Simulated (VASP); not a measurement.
# H10CO5: single point with PBE+D3(BJ)

The system is H10CO5.

```xyz
16
Lattice="5.2512 0.0000 0.0000 0.0000 5.2512 0.0000 0.0000 0.0000 5.2512" Properties=species:S:1:pos:R:3 pbc="T T T"
O     0.7915    2.8124    5.2933
O     1.9761    4.2401    3.1215
O     0.9837    1.4298    2.7685
O     3.2128    2.3598    1.4629
O     3.9188    5.2873    5.6861
H     0.7557    2.3497    4.3995
H     0.0787    2.3517    5.8056
H     2.7140    3.8192    2.6638
H     2.2713    4.4537    4.0603
H     1.6520    1.9789    2.2988
H     1.3483    0.5406    2.6901
H     2.4182    2.4154    0.7983
H     3.5566    1.4442    1.5212
H     5.8655    5.1569    5.3776
H     4.9093    4.5235    3.9542
C     4.8818    5.0381    4.9790
```

The cell was built by a generator and needn't be a form met in nature.

```yaml
Program: VASP 6.6.1
Task: single point
Functional: PBE
Dispersion: D3(BJ)
Potentials_or_basis: VASP PAW PBE potentials, release 64 (O, H, C)
Cutoff: 520 eV
k_mesh: 1 × 1 × 1
Occupations: fermi-dirac, width 0.02 eV
Spin: no spin polarisation
Dipole_correction: no
Further_INCAR_settings: LREAL = Auto; ALGO = Normal; EDIFF = 1e-07; NBANDS = 36
```

```
Pressure                   : -0.8 GPa
Largest force              : 1.934 eV/Å
Band gap on the k mesh     : 4.29 eV, direct
Dispersion energy per atom : -0.043 eV
```

Forces in eV/Å, atoms in the order of the input:
```
O   -0.399 -0.883 -0.345
O    0.067  0.859  1.715
O   -0.905  0.937  0.010
O   -1.155  0.785 -0.772
O   -0.698 -0.225 -0.516
H    0.298  0.239  0.197
H    0.277  0.512  0.028
H    0.643 -0.483 -0.332
H   -0.175 -0.359 -1.308
H   -0.018 -0.010  0.406
H    0.224 -1.043  0.170
H    1.370 -0.296  0.757
H   -0.219 -0.099 -0.319
H    1.740  0.602  0.593
H   -0.749  0.804  0.530
C   -0.299 -1.342 -0.813
```

Stress tensor (GPa, compression positive):
```
-0.44 -0.06 -1.70
-0.06  1.32 -1.40
-1.70 -1.40 -3.32
```

Levels at points of the mesh, in eV from the valence-band top:
| k point | band 19 | band 20 | band 21 | band 22 | band 23 | band 24 | band 25 | band 26 |
| --- | --- | --- | --- | --- | --- | --- | --- | --- |
| (0.00, 0.00, 0.00) | -0.75 | -0.51 | -0.26 | 0.00 | 4.29 | 5.16 | 8.57 | 9.02 |

Run time: 19 s on 1 thread of Intel(R) Xeon(R) Platinum 8488C (Sapphire Rapids), with other jobs on the host, peak memory 0.24 GiB.

Caveat: the standard files for N, O and F lose accuracy on very short bonds.
